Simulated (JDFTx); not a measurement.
# HgSe (F-43m) in JDFTx: reference runs

Aim: a first look at HgSe with PBEsol, on the cell as given.

Everything below comes from runs of JDFTx 1.7.0 (patched build). Logs are shortened: lines on timing, memory, paths and dates and some standing lists are left out, and cuts for length are marked. The log counts tension as positive stress, the text compression.

### Step 1. Starting point

It takes space group F-43m (No. 216, cubic). Conventional cell: a = 6.078 Å, b = 6.078 Å, c = 6.078 Å, α = 90.00°, β = 90.00°, γ = 90.00°. Hg (site symmetry -43m) is surrounded by 4 Se at 2.63 Å. Se (site symmetry -43m) has 4 Hg at 2.63 Å as nearest neighbours.

### Step 2. Single point, PBEsol

The input, HgSe.in:

```
lattice \
    0.0000000000     5.7428776927     5.7428776927 \
    5.7428776927     0.0000000000     5.7428776927 \
    5.7428776927     5.7428776927     0.0000000000
coords-type Lattice
ion Hg     0.0000000000     0.0000000000     0.0000000000 1
ion Se     0.7500000000     0.7500000000     0.7500000000 1

ion-species pseudo/Hg.upf
ion-species pseudo/Se.upf
elec-cutoff 43 344
elec-ex-corr gga-PBEsol
kpoint-folding 8 8 8
elec-smearing Fermi 0.0018374661
elec-n-bands 25
electronic-SCF nIterations 100 energyDiffThreshold 1e-09
electronic-minimize nIterations 30 energyDiffThreshold 1e-7
converge-empty-states yes
forces-output-coords Cartesian

dump-name run.$VAR
dump End Ecomponents EigStats BandEigs Kpoints Forces Stress
```

Potentials or basis: PseudoDojo-SR-PBEsol-0.4.1-standard with smoothed tails.

The run is started by

```console
$ jdftx -c 1 -i HgSe.in -o HgSe.out
```

The program printed:

```text
*************** JDFTx 1.7.0 (patched build) ***************

Input parsed successfully to the following command list (including defaults):
[... the input with its defaults ...]

---------- Setting up symmetries ----------

Found 48 point-group symmetries of the bravais lattice
Found 24 space-group symmetries with basis
Applied RMS atom displacement 0 bohrs to make symmetries exact.

---------- Initializing the Grid ----------
R =
[            0      5.74288      5.74288  ]
[      5.74288            0      5.74288  ]
[      5.74288      5.74288            0  ]
unit cell volume = 378.808
G =
[  -0.547042   0.547042   0.547042  ]
[   0.547042  -0.547042   0.547042  ]
[   0.547042   0.547042  -0.547042  ]
Minimum fftbox size, Smin = [  68  68  68  ]
Chosen fftbox size, S = [  70  70  70  ]

---------- Initializing tighter grid for wavefunction operations ----------
R =
[            0      5.74288      5.74288  ]
[      5.74288            0      5.74288  ]
[      5.74288      5.74288            0  ]
unit cell volume = 378.808
G =
[  -0.547042   0.547042   0.547042  ]
[   0.547042  -0.547042   0.547042  ]
[   0.547042   0.547042  -0.547042  ]
Minimum fftbox size, Smin = [  48  48  48  ]
Chosen fftbox size, S = [  48  48  48  ]

---------- Exchange Correlation functional ----------
Initalized PBEsol GGA exchange.
Initalized PBEsol GGA correlation.

---------- Setting up pseudopotentials ----------
Width of ionic core gaussian charges (only for fluid interactions / plotting) set to 0

Reading pseudopotential file 'pseudo/Hg.upf':
  'Hg' pseudopotential, 'PBESOL' functional
  Generated using ONCVPSP code by D. R. Hamann
  20 valence electrons, 4 orbitals, 7 projectors, 1001 radial grid points, with lMax = 3
    5S    l: 0   occupation:  2.0   eigenvalue: -4.345523
    5P    l: 1   occupation:  6.0   eigenvalue: -2.445050
    5D    l: 2   occupation: 10.0   eigenvalue: -0.363070
    6S    l: 0   occupation:  2.0   eigenvalue: -0.252345
  Core radius for overlap checks: 1.57 bohrs.

Reading pseudopotential file 'pseudo/Se.upf':
  'Se' pseudopotential, 'PBESOL' functional
  Generated using ONCVPSP code by D. R. Hamann
  16 valence electrons, 3 orbitals, 6 projectors, 1001 radial grid points, with lMax = 2
    3D    l: 2   occupation: 10.0   eigenvalue: -1.952113
    4S    l: 0   occupation:  2.0   eigenvalue: -0.635470
    4P    l: 1   occupation:  4.0   eigenvalue: -0.239251
  Core radius for overlap checks: 1.83 bohrs.

Initialized 2 species with 2 total atoms.

Folded 1 k-points by 8x8x8 to 512 k-points.

---------- Setting up k-points, bands, fillings ----------
Adding inversion symmetry to k-mesh for non-inversion-symmetric unit cell.
Reduced to 29 k-points under symmetry.
Computing the number of bands and number of electrons
Calculating initial fillings.
nElectrons:  36.000000   nBands: 25   nStates: 29

----- Setting up reduced wavefunction bases (one per k-point) -----
average nbasis = 5102.029 , ideal nbasis = 5101.705

---------- Setting up ewald sum ----------
Optimum gaussian width for ewald sums = 2.608316 bohr.
Real space sum over 1331 unit cells with max indices [  5  5  5  ]
Reciprocal space sum over 2197 terms with max indices [  6  6  6  ]

---------- Allocating electronic variables ----------
Initializing wave functions:  linear combination of atomic orbitals
Note: number of bands (25) exceeds available atomic orbitals (19)
Hg pseudo-atom occupations:   s ( 2 2 )  p ( 6 )  d ( 10 )
Se pseudo-atom occupations:   s ( 2 )  p ( 4 )  d ( 10 )
	FillingsUpdate:  mu: +0.379915263  nElectrons: 36.000000
LCAOMinimize: Iter:   0  F: -267.4733395364449393  |grad|_K:  2.004e-03  alpha:  1.000e+00
	FillingsUpdate:  mu: +0.354867380  nElectrons: 36.000000
LCAOMinimize: Iter:   1  F: -267.4934959695735870  |grad|_K:  4.687e-05  alpha:  5.637e-01  linmin:  1.188e-01  cgtest: -5.105e-01
	FillingsUpdate:  mu: +0.354487868  nElectrons: 36.000000
[... 4 lines of inner loops ...]
LCAOMinimize: Iter:   4  F: -267.4935112950224720  |grad|_K:  1.849e-07  alpha:  8.657e-01  linmin: -5.952e-04  cgtest:  2.090e-03
	FillingsUpdate:  mu: +0.354811675  nElectrons: 36.000000
LCAOMinimize: Iter:   5  F: -267.4935112952874192  |grad|_K:  6.902e-09  alpha:  8.571e-01  linmin:  1.266e-03  cgtest: -1.703e-02
LCAOMinimize: Converged (|Delta F|<1.000000e-06 for 2 iters).

-------- Electronic minimization -----------
Will mix electronic density at each iteration.
	FillingsUpdate:  mu: +0.354811675  nElectrons: 36.000000
	FillingsUpdate:  mu: +0.348173448  nElectrons: 36.000000
SCF: Cycle:  0   F: -267.559201354724166   dF: -6.569e-02   |Residual|: 8.279e-02   |deigs|: 1.161e-01
	FillingsUpdate:  mu: +0.336580326  nElectrons: 36.000000
SCF: Cycle:  1   F: -267.570663663465439   dF: -1.146e-02   |Residual|: 3.148e-02   |deigs|: 2.239e-02
	FillingsUpdate:  mu: +0.331926917  nElectrons: 36.000000
SCF: Cycle:  2   F: -267.571515793189008   dF: -8.521e-04   |Residual|: 7.884e-03   |deigs|: 8.081e-03
	FillingsUpdate:  mu: +0.332225375  nElectrons: 36.000000
SCF: Cycle:  3   F: -267.571525042720850   dF: -9.250e-06   |Residual|: 2.645e-03   |deigs|: 5.634e-04
	FillingsUpdate:  mu: +0.332594315  nElectrons: 36.000000
SCF: Cycle:  4   F: -267.571527945059245   dF: -2.902e-06   |Residual|: 5.668e-04   |deigs|: 5.905e-04
	FillingsUpdate:  mu: +0.332639597  nElectrons: 36.000000
SCF: Cycle:  5   F: -267.571528315032538   dF: -3.700e-07   |Residual|: 2.712e-04   |deigs|: 1.118e-04
	FillingsUpdate:  mu: +0.332688605  nElectrons: 36.000000
SCF: Cycle:  6   F: -267.571528481593646   dF: -1.666e-07   |Residual|: 6.377e-05   |deigs|: 1.289e-04
	FillingsUpdate:  mu: +0.332683067  nElectrons: 36.000000
SCF: Cycle:  7   F: -267.571528521682126   dF: -4.009e-08   |Residual|: 3.072e-05   |deigs|: 7.468e-05
	FillingsUpdate:  mu: +0.332684427  nElectrons: 36.000000
SCF: Cycle:  8   F: -267.571528539697340   dF: -1.802e-08   |Residual|: 1.181e-05   |deigs|: 9.054e-05
	FillingsUpdate:  mu: +0.332684419  nElectrons: 36.000000
SCF: Cycle:  9   F: -267.571528546118998   dF: -6.422e-09   |Residual|: 9.072e-06   |deigs|: 7.734e-05
	FillingsUpdate:  mu: +0.332683485  nElectrons: 36.000000
SCF: Cycle: 10   F: -267.571528549088725   dF: -2.970e-09   |Residual|: 2.479e-06   |deigs|: 6.766e-05
	FillingsUpdate:  mu: +0.332683811  nElectrons: 36.000000
SCF: Cycle: 11   F: -267.571528550425910   dF: -1.337e-09   |Residual|: 3.286e-06   |deigs|: 6.129e-05
	FillingsUpdate:  mu: +0.332683879  nElectrons: 36.000000
SCF: Cycle: 12   F: -267.571528551044821   dF: -6.189e-10   |Residual|: 2.669e-06   |deigs|: 5.632e-05
	FillingsUpdate:  mu: +0.332683889  nElectrons: 36.000000
SCF: Cycle: 13   F: -267.571528551335064   dF: -2.902e-10   |Residual|: 6.167e-06   |deigs|: 6.061e-05
SCF: Converged (|Delta E|<1.000000e-09 for 2 iters).

Setting wave functions to eigenvectors of Hamiltonian
Converging empty states (this may take a while): |deigs|: 2.635e-04

# Stress tensor in Cartesian coordinates [Eh/a0^3]:
[ -4.84904e-05            0            0  ]
[            0 -4.84904e-05            0  ]
[            0            0 -4.84904e-05  ]

# Ionic positions in lattice coordinates:
ion Hg   0.000000000000000   0.000000000000000   0.000000000000000 1
ion Se   0.750000000000000   0.750000000000000   0.750000000000000 1

# Forces in Cartesian coordinates:
force Hg  -0.000000000000000   0.000000000000000   0.000000000000000 1
force Se   0.000000000000000  -0.000000000000000  -0.000000000000000 1

# Energy components:
   Eewald =     -153.2728333180484981
       EH =       88.2601982263256133
     Eloc =     -250.7184669763896352
      Enl =      -46.5654808241702369
      Exc =      -51.4112978784484156
 Exc_core =       20.1050198489057692
       KE =      126.0313543255516038
-------------------------------------
     Etot =     -267.5715065962738208
       TS =        0.0000219550612286
-------------------------------------
        F =     -267.5715285513350636

IonicMinimize: Iter:   0  F: -267.571528551335064  |grad|_K:       -nan
IonicMinimize: None of the convergence criteria satisfied after 0 iterations.

#--- Lowdin population analysis ---
# oxidation-state Hg +1.054
# oxidation-state Se -0.839

Dumping 'run.eigStats' ...
	eMin: -3.885725 at state 0 ( [ +0.000000 +0.000000 +0.000000 ] spin 0 )
	HOMO: +0.330681 at state 0 ( [ +0.000000 +0.000000 +0.000000 ] spin 0 )
	mu  : +0.332684
	LUMO: +0.351610 at state 1 ( [ +0.000000 +0.000000 +0.125000 ] spin 0 )
	eMax: +0.836889 at state 17 ( [ +0.000000 +0.375000 +0.375000 ] spin 0 )
	HOMO-LUMO gap: +0.020928
	Optical gap  : +0.026852 at state 1 ( [ +0.000000 +0.000000 +0.125000 ] spin 0 )
Done!
[note: the HOMO, LUMO and gaps printed at the end count levels as full or empty at half filling, so they show a gap where a level is partly filled]
[note: the Lowdin charges miss the electrons that lie outside the files' atomic orbitals]
```

Wall time 2 min (1 thread of Intel Xeon Platinum 8488C (Sapphire Rapids), shared host); peak memory 0.22 GiB.

Results:

- Free energy: -7280.9922 eV
- Pressure: 1.4 GPa
- Band gap on the k mesh: none (metal or under the smearing width)

Levels at points of the mesh, in eV from the Fermi level:
```tsv
k point	band 15	band 16	band 17	band 18	band 19	band 20	band 21	band 22
(0.00, 0.00, 0.00)	-6.47	-1.09	-0.05	-0.05	-0.05	5.37	5.37	5.37
(0.00, 0.00, 0.50)	-6.15	-5.63	-1.04	-1.04	0.98	6.14	6.14	6.82
(0.00, 0.50, 0.50)	-6.11	-5.18	-2.39	-2.39	2.67	2.82	8.25	9.73
```
